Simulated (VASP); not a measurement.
# SrO (Fm-3m) in VASP: notebook

The runs below take SrO through relaxation of cell and atoms, with PBE+D3(BJ).

Program: VASP 6.6.1. These are calculated values, not measurements. Logs are shortened: lines on timing, memory, paths and dates and some standing lists are left out, and cuts for length are marked.

### Step 1. The structure

The structure is cubic, space group Fm-3m (No. 225). Conventional cell: a = 5.133 Å, b = 5.133 Å, c = 5.133 Å, α = 90.00°, β = 90.00°, γ = 90.00°. Sr (site symmetry m-3m) has 6 O at 2.57 Å as nearest neighbours. O (site symmetry m-3m) has 6 Sr at 2.57 Å as nearest neighbours.

### Step 2. Relaxation of cell and atoms, PBE+D3(BJ)

Input file INCAR:

```
SYSTEM = SrO
PREC = Accurate
ENCUT = 600
EDIFF = 1E-6
ISMEAR = 0
SIGMA = 0.03
LREAL = .FALSE.
LASPH = .TRUE.
NELM = 80
ALGO = Normal
ISIF = 3
LWAVE = .FALSE.
LCHARG = .FALSE.
GGA = PE
IVDW = 12
IBRION = 2
NSW = 90
EDIFFG = -0.01
```

Input file KPOINTS:

```
regular mesh
0
G
  10 10 10
  0 0 0
```

Input file POSCAR:

```
SrO
1.0
    0.0000000000      2.5663000000      2.5663000000
    2.5663000000      0.0000000000      2.5663000000
    2.5663000000      2.5663000000      0.0000000000
Sr O
1 1
Direct
    0.5000000000      0.5000000000      0.5000000000
    0.0000000000      0.0000000000      0.0000000000
```

Potentials or basis: VASP PAW PBE potentials, release 64 (Sr_sv, O).

Run with:

```bash
$ cat potpaw_PBE.64/Sr_sv/POTCAR potpaw_PBE.64/O/POTCAR > POTCAR
$ mpirun -np 1 vasp_std > vasp.out
```

OUTCAR:

```text
SYSTEM = SrO
   PREC = Accurate
   ENCUT = 600
   EDIFF = 1E-6
   ISMEAR = 0
   LREAL = .FALSE.
   LASPH = .TRUE.
   NELM = 80
   ISIF = 3
   GGA = PE
   IVDW = 12
   IBRION = 2
   NSW = 90
   EDIFFG = -0.01
 IVDW          = 12

 ion  position               nearest neighbor table
   1  0.500  0.500  0.500-   2 2.57   2 2.57   2 2.57   2 2.57   2 2.57   2 2.57
   2  0.000  0.000  0.000-   1 2.57   1 2.57   1 2.57   1 2.57   1 2.57   1 2.57

  LATTYP: Found a face centered cubic cell.
 ALAT       =     5.1326000000

  Lattice vectors:

 A1 = (   0.0000000000,   2.5663000000,   2.5663000000)
 A2 = (   2.5663000000,   0.0000000000,   2.5663000000)
 A3 = (   2.5663000000,   2.5663000000,   0.0000000000)

Analysis of symmetry for initial positions (statically):
=====================================================================
 Subroutine PRICEL returns:
 Original cell was already a primitive cell.

 Routine SETGRP: Setting up the symmetry group for a
 face centered cubic supercell.

 Subroutine GETGRP returns: Found 48 space group operations
 (whereof 48 operations were pure point group operations)
 out of a pool of 48 trial point group operations.

The static configuration has the point symmetry O_h .

Analysis of symmetry for dynamics (positions and initial velocities):
=====================================================================
 Subroutine PRICEL returns:
 Original cell was already a primitive cell.

 Routine SETGRP: Setting up the symmetry group for a
 face centered cubic supercell.

 Subroutine GETGRP returns: Found 48 space group operations
 (whereof 48 operations were pure point group operations)
 out of a pool of 48 trial point group operations.

The dynamic configuration has the point symmetry O_h .

 Subroutine INISYM returns: Found 48 space group operations
 (whereof 48 operations are pure point group operations),
 and found     1 'primitive' translations

----------------------------------------------------------------------------------------

                                     Primitive cell

  volume of cell :      33.8028

  direct lattice vectors                    reciprocal lattice vectors
     0.000000000  2.566300000  2.566300000    -0.194833028  0.194833028  0.194833028
     2.566300000  0.000000000  2.566300000     0.194833028 -0.194833028  0.194833028
     2.566300000  2.566300000  0.000000000     0.194833028  0.194833028 -0.194833028

  length of vectors
     3.629296265  3.629296265  3.629296265     0.337460704  0.337460704  0.337460704

  position of ions in fractional coordinates (direct lattice)
     0.500000000  0.500000000  0.500000000
     0.000000000  0.000000000  0.000000000

  ion indices of the primitive-cell ions
   primitive index   ion index
[... 70 lines left out ...]
   LSORBIT =      F    spin-orbit coupling
   LASPH  =      T    aspherical Exc in radial PAW
   ENCUT  =  600.0 eV  44.10 Ry    6.64 a.u.   7.25  7.25  7.25*2*pi/ulx,y,z
   NELM   =     80;   NELMIN=  2; NELMDL= -5     # of ELM steps
   EDIFF  = 0.1E-05   stopping-criterion for ELM
   LREAL  =      F    real-space projection
   EDIFFG = -.1E-01   stopping-criterion for IOM
   NSW    =     90    number of steps for IOM
   IBRION =      2    ionic relax: 0-MD 1-quasi-New 2-CG
   NFREE  =      1    steps in history (QN), initial steepest desc. (CG)
   ISIF   =      3    stress and relaxation
   ISYM   =      2    0-nonsym 1-usesym 2-fastsym
   POTIM  = 0.5000    time-step for ionic-motion
   TEBEG  =    0.0;   TEEND  =   0.0 temperature during run
   PSTRESS=    0.0 pullay stress
   NELECT =      16.0000    total number of electrons
   NUPDOWN=      -1.0000    fix difference up-down
   EMIN   =  10.00;   EMAX   =-10.00  energy-range for DOS
   EFERMI =   0.00;   METHOD = LEGACY
   ISMEAR =     0;   SIGMA  =   0.03  broadening in eV -4-tet -1-fermi 0-gaus
   EFERMI_NEDOS =   21; number of points for ismear=-14 and -15
   IALGO  =     38    algorithm
   IMIX   =      4    mixing-type and parameters
     AMIX     =   0.40;   BMIX     =  1.00
     AMIX_MAG =   1.60;   BMIX_MAG =  1.00
  volume/ion in A,a.u.               =      16.90       114.06
  Fermi-wavevector in a.u.,A,eV,Ry     =   1.275843  2.410995 22.147245  1.627777
  Thomas-Fermi vector in A             =   2.408533
   LORBIT       =      0    0 simple, 1 ext, 2 COOP (PROOUT), +10 PAW based schemes
   GGA     = PE    functional components
   LHFCALC =     F    Hartree Fock is set to
   AEXX    =    0.0000 exact exchange contribution
   IVDW    =    12    specifies the selected vdW correction
   LEPSILON=     F    determine dielectric tensor
   LRPA    =     F    only Hartree local field effects (RPA)
 conjugate gradient relaxation of ions
 non-spin polarized calculation
 Gauss-broadening in eV      SIGMA  =   0.03
  energy-cutoff  :      600.00
  volume of cell :       33.80
 maximum number of plane-waves:      1158
 NGX is ok and might be reduce to    30
   NGX = 15   NGY = 15   NGZ = 15

--------------------------------------- Ionic step        1  -------------------------------------------

 number of electron      15.9999997 magnetization

 Free energy of the ion-electron system (eV)
  ---------------------------------------------------
  ext. energy  EPLUGINS =         0.00000000
  ---------------------------------------------------
  free energy    TOTEN  =       -12.03875712 eV

  energy without entropy =      -12.03875712  energy(sigma->0) =      -12.03875712

 E-fermi :   1.8664     XC(G=0): -10.0521

 val. band max:        1.6881309692   @ k =   0.0000   0.0000   0.0000
 cond. band min:       4.9509430444   @ k =   0.5000   0.5000   0.0000
 fundamental gap:      3.2628120751
 Fermi energy:         1.8663802675

 k-point     1 :       0.0000    0.0000    0.0000
  band No.  band energies     occupation
      1     -30.6809      2.00000
      2     -13.4090      2.00000
      3     -12.3129      2.00000
      4     -12.3129      2.00000
      5     -12.3129      2.00000
      6       1.6881      2.00000
      7       1.6881      2.00000
      8       1.6881      2.00000
      9       5.7117      0.00000
     10       7.9119      0.00000
     11       7.9119      0.00000
     12       7.9119      0.00000
[... 424 lines left out ...]
--------------------------------------- Ionic step        3  -------------------------------------------

 number of electron      15.9999998 magnetization

 Free energy of the ion-electron system (eV)
  ---------------------------------------------------
  ext. energy  EPLUGINS =         0.00000000
  ---------------------------------------------------
  free energy    TOTEN  =       -12.04861430 eV

  energy without entropy =      -12.04861430  energy(sigma->0) =      -12.04861430

 E-fermi :   1.8290     XC(G=0):  -9.9810

 val. band max:        1.6172842622   @ k =   0.0000   0.0000   0.0000
 cond. band min:       4.8886736188   @ k =   0.5000   0.5000   0.0000
 fundamental gap:      3.2713893566
 Fermi energy:         1.8289867857

 k-point     1 :       0.0000    0.0000    0.0000
  band No.  band energies     occupation
      1     -30.8045      2.00000
      2     -13.4609      2.00000
      3     -12.4522      2.00000
      4     -12.4522      2.00000
      5     -12.4522      2.00000
      6       1.6173      2.00000
      7       1.6173      2.00000
      8       1.6173      2.00000
      9       5.5332      0.00000
     10       7.8078      0.00000
     11       7.8078      0.00000
     12       7.8078      0.00000
[... 378 lines left out ...]
  FREE ENERGIE OF THE ION-ELECTRON SYSTEM (eV)
  ---------------------------------------------------
  free  energy   TOTEN  =       -12.5352636132 eV

  energy  without entropy=      -12.5352636132  energy(sigma->0) =      -12.53526361

 reached required accuracy - stopping structural energy minimisation
```

CONTCAR:

```text
SrO
   1.00000000000000
     0.0000000000000000    2.5792059671256502    2.5792059671256502
     2.5792059671256502    0.0000000000000000    2.5792059671256502
     2.5792059671256502    2.5792059671256502    0.0000000000000000
  Sr              O
     1     1
Direct
     0.5000000000000000    0.5000000000000000    0.5000000000000000
     0.0000000000000000    0.0000000000000000    0.0000000000000000

  0.00000000E+00  0.00000000E+00  0.00000000E+00
  0.00000000E+00  0.00000000E+00  0.00000000E+00
```

Wall time 29 s (1 thread of Intel Xeon 6975P-C (Granite Rapids), shared host); peak memory 0.2 GiB.

What came out:

```
Free energy                            : -12.5353 eV
Relaxed volume                         : 17.16 Å³/atom
Relaxed cell                           : a = 3.648 Å, b = 3.648 Å, c = 3.648 Å, α = 60.00°, β = 60.00°, γ = 60.00°
Space group after relaxing (to 0.05 Å) : Fm-3m (No. 225)
Energy gained by relaxing              : 1.1 meV/atom
Ionic steps                            : 3
Pressure after relaxing                : 0.0 GPa
Band gap on the k mesh                 : 3.27 eV, indirect (least direct gap 3.37 eV)
Dispersion energy per atom             : -0.243 eV
```

Step by step:
```csv
step,energy change (eV),largest force (eV/Å),pressure (GPa),volume (Å³)
1,0.0000,0.0000,1.40,33.80
2,-0.0018,0.0000,-0.55,34.53
3,-0.0022,0.0000,0.01,34.32
```

Final structure:
```
Sr O
1.0
     0.00000    2.57921    2.57921
     2.57921    0.00000    2.57921
     2.57921    2.57921    0.00000
Sr O
1 1
Direct
  0.50000 0.50000 0.50000
  0.00000 0.00000 0.00000
```

### Step 3. Relaxation of cell and atoms, PBE+D3(BJ)

This run uses another cell than the first one, of 17.16 Å³/atom, 1.015 times its volume.

Changes to INCAR since step 2:

```diff
@@ -3,3 +3,3 @@
 ENCUT = 600
-EDIFF = 1E-6
+EDIFF = 1E-7
 ISMEAR = 0
@@ -17,2 +17,2 @@
 NSW = 90
-EDIFFG = -0.01
+EDIFFG = -0.005
```

KPOINTS is that of step 2.

Input file POSCAR:

```
SrO                                     
1.0
    0.0000000000      2.5792059671      2.5792059671
    2.5792059671      0.0000000000      2.5792059671
    2.5792059671      2.5792059671      0.0000000000
  Sr              O             
     1     1
Direct
     0.5000000000000000    0.5000000000000000    0.5000000000000000
     0.0000000000000000    0.0000000000000000    0.0000000000000000
```

Potentials or basis: VASP PAW PBE potentials, release 64 (Sr_sv, O).

Run with:

```bash
$ cat potpaw_PBE.64/Sr_sv/POTCAR potpaw_PBE.64/O/POTCAR > POTCAR
$ mpirun -np 1 vasp_std > vasp.out
```

OUTCAR:

```text
SYSTEM = SrO
   PREC = Accurate
   ENCUT = 600
   EDIFF = 1E-7
   ISMEAR = 0
   LREAL = .FALSE.
   LASPH = .TRUE.
   NELM = 80
   ISIF = 3
   GGA = PE
   IVDW = 12
   IBRION = 2
   NSW = 90
   EDIFFG = -0.005
 IVDW          = 12

 ion  position               nearest neighbor table
   1  0.500  0.500  0.500-   2 2.58   2 2.58   2 2.58   2 2.58   2 2.58   2 2.58
   2  0.000  0.000  0.000-   1 2.58   1 2.58   1 2.58   1 2.58   1 2.58   1 2.58

  LATTYP: Found a face centered cubic cell.
 ALAT       =     5.1584119342

  Lattice vectors:

 A1 = (   0.0000000000,   2.5792059671,   2.5792059671)
 A2 = (   2.5792059671,   0.0000000000,   2.5792059671)
 A3 = (   2.5792059671,   2.5792059671,   0.0000000000)

Analysis of symmetry for initial positions (statically):
=====================================================================
 Subroutine PRICEL returns:
 Original cell was already a primitive cell.

 Routine SETGRP: Setting up the symmetry group for a
 face centered cubic supercell.

 Subroutine GETGRP returns: Found 48 space group operations
 (whereof 48 operations were pure point group operations)
 out of a pool of 48 trial point group operations.

The static configuration has the point symmetry O_h .

Analysis of symmetry for dynamics (positions and initial velocities):
=====================================================================
 Subroutine PRICEL returns:
 Original cell was already a primitive cell.

 Routine SETGRP: Setting up the symmetry group for a
 face centered cubic supercell.

 Subroutine GETGRP returns: Found 48 space group operations
 (whereof 48 operations were pure point group operations)
 out of a pool of 48 trial point group operations.

The dynamic configuration has the point symmetry O_h .

 Subroutine INISYM returns: Found 48 space group operations
 (whereof 48 operations are pure point group operations),
 and found     1 'primitive' translations

----------------------------------------------------------------------------------------

[... 125 lines left out ...]
 Gauss-broadening in eV      SIGMA  =   0.03
  energy-cutoff  :      600.00
  volume of cell :       34.32
 maximum number of plane-waves:      1167
 NGX is ok and might be reduce to    30
   NGX = 15   NGY = 15   NGZ = 15

 number of electron      15.9999998 magnetization

 Free energy of the ion-electron system (eV)
  ---------------------------------------------------
  ext. energy  EPLUGINS =         0.00000000
  ---------------------------------------------------
  free energy    TOTEN  =       -12.04918630 eV

  energy without entropy =      -12.04918630  energy(sigma->0) =      -12.04918630

 E-fermi :   1.8431     XC(G=0):  -9.9810

 val. band max:        1.6173764367   @ k =   0.0000   0.0000   0.0000
 cond. band min:       4.8886284363   @ k =   0.5000   0.5000   0.0000
 fundamental gap:      3.2712519997
 Fermi energy:         1.8431016399

 k-point     1 :       0.0000    0.0000    0.0000
  band No.  band energies     occupation
      1     -30.8046      2.00000
      2     -13.4607      2.00000
      3     -12.4523      2.00000
      4     -12.4523      2.00000
      5     -12.4523      2.00000
      6       1.6174      2.00000
      7       1.6174      2.00000
      8       1.6174      2.00000
      9       5.5333      0.00000
     10       7.8077      0.00000
     11       7.8077      0.00000
     12       7.8077      0.00000
[... 331 lines left out ...]
 k-point    24 :       0.4000    0.3000    0.0000
  band No.  band energies     occupation
      1     -30.6665      2.00000
      2     -14.2071      2.00000
      3     -12.7883      2.00000
      4     -12.7212      2.00000
      5     -12.2104      2.00000
      6       0.5553      2.00000
      7       1.3078      2.00000
      8       1.3834      2.00000
      9       5.5609      0.00000
     10       8.7251      0.00000
     11      11.0579      0.00000
     12      11.2457      0.00000

 [... further k-points ...]

------------------------ aborting loop because EDIFF is reached ----------------------------------------

 Edisp (eV)   -0.48665

 E8    (eV) :    -0.2372

  FORCE on cell =-STRESS in cart. coord.  units (eV):
  Direction    XX          YY          ZZ          XY          YZ          ZX
  --------------------------------------------------------------------------------------
  -------------------------------------------------------------------------------------
  Total      -0.00142    -0.00142    -0.00142     0.00000     0.00000    -0.00000
  in kB      -0.06650    -0.06650    -0.06650     0.00000     0.00000    -0.00000
  external pressure =       -0.07 kB  Pullay stress =        0.00 kB

 VOLUME and BASIS-vectors are now :
 -----------------------------------------------------------------------------
  energy-cutoff  :      600.00
  volume of cell :       34.32
      direct lattice vectors                 reciprocal lattice vectors
     0.000000000  2.579205967  2.579205967    -0.193858112  0.193858112  0.193858112
     2.579205967  0.000000000  2.579205967     0.193858112 -0.193858112  0.193858112
     2.579205967  2.579205967  0.000000000     0.193858112  0.193858112 -0.193858112

 POSITION                                       TOTAL-FORCE (eV/Angst)
 -----------------------------------------------------------------------------------
      2.57921      2.57921      2.57921         0.000000      0.000000     -0.000000
      0.00000      0.00000      0.00000        -0.000000      0.000000      0.000000
 -----------------------------------------------------------------------------------
    total drift:                               -0.000000      0.000000      0.000000

  FREE ENERGIE OF THE ION-ELECTRON SYSTEM (eV)
  ---------------------------------------------------
  free  energy   TOTEN  =       -12.5358356179 eV

  energy  without entropy=      -12.5358356179  energy(sigma->0) =      -12.53583562

 reached required accuracy - stopping structural energy minimisation
```

OSZICAR:

```text
N       E                     dE             d eps       ncg     rms          rms(c)
DAV:   1     0.746484631946E+02    0.74648E+02   -0.89375E+03  1128   0.141E+03
DAV:   2    -0.105552118298E+02   -0.85204E+02   -0.78861E+02  1540   0.260E+02
DAV:   3    -0.141624888886E+02   -0.36073E+01   -0.35896E+01  1608   0.505E+01
DAV:   4    -0.142486573953E+02   -0.86169E-01   -0.86141E-01  1524   0.519E+00
DAV:   5    -0.142493048735E+02   -0.64748E-03   -0.64747E-03  1468   0.445E-01    0.162E+01
DAV:   6    -0.121665007598E+02    0.20828E+01   -0.10496E+01  1316   0.243E+01    0.196E+01
DAV:   7    -0.120559555618E+02    0.11055E+00   -0.59835E-01  1400   0.689E+00    0.112E+01
DAV:   8    -0.120481577137E+02    0.77978E-02   -0.14268E-01  1196   0.421E+00    0.743E-01
DAV:   9    -0.120483657966E+02   -0.20808E-03   -0.14269E-02  1552   0.102E+00    0.217E-01
DAV:  10    -0.120490609603E+02   -0.69516E-03   -0.12544E-03  1172   0.364E-01    0.506E-02
DAV:  11    -0.120491753827E+02   -0.11442E-03   -0.20693E-04  1360   0.126E-01    0.436E-02
DAV:  12    -0.120491918667E+02   -0.16484E-04   -0.49382E-05  1184   0.710E-02    0.498E-02
DAV:  13    -0.120491862267E+02    0.56400E-05   -0.11920E-05  1356   0.392E-02    0.411E-03
DAV:  14    -0.120491863046E+02   -0.77961E-07   -0.12487E-06  1500   0.104E-02    0.175E-03
DAV:  15    -0.120491863006E+02    0.39656E-08   -0.36059E-08   900   0.168E-03
   1 F= -.12535836E+02 E0= -.12535836E+02  d E =-.125358E+02
```

Run time: 15 s. Hardware: 1 thread of Intel Xeon 6975P-C (Granite Rapids), shared host; peak memory 0.19 GiB.

Results:

| Property | Result |
| --- | --- |
| Free energy | -12.5358 eV |
| Pressure after relaxing | 0.0 GPa |
| Band gap on the k mesh | 3.27 eV, indirect (least direct gap 3.37 eV) |
| Dispersion energy per atom | -0.243 eV |

Final structure:
```
Sr O
1.0
     0.00000    2.57921    2.57921
     2.57921    0.00000    2.57921
     2.57921    2.57921    0.00000
Sr O
1 1
Direct
  0.50000 0.50000 0.50000
  0.00000 0.00000 0.00000
```

Caveat: the relaxation stopped at its first step, so nothing moved. A k mesh can miss the band edges.
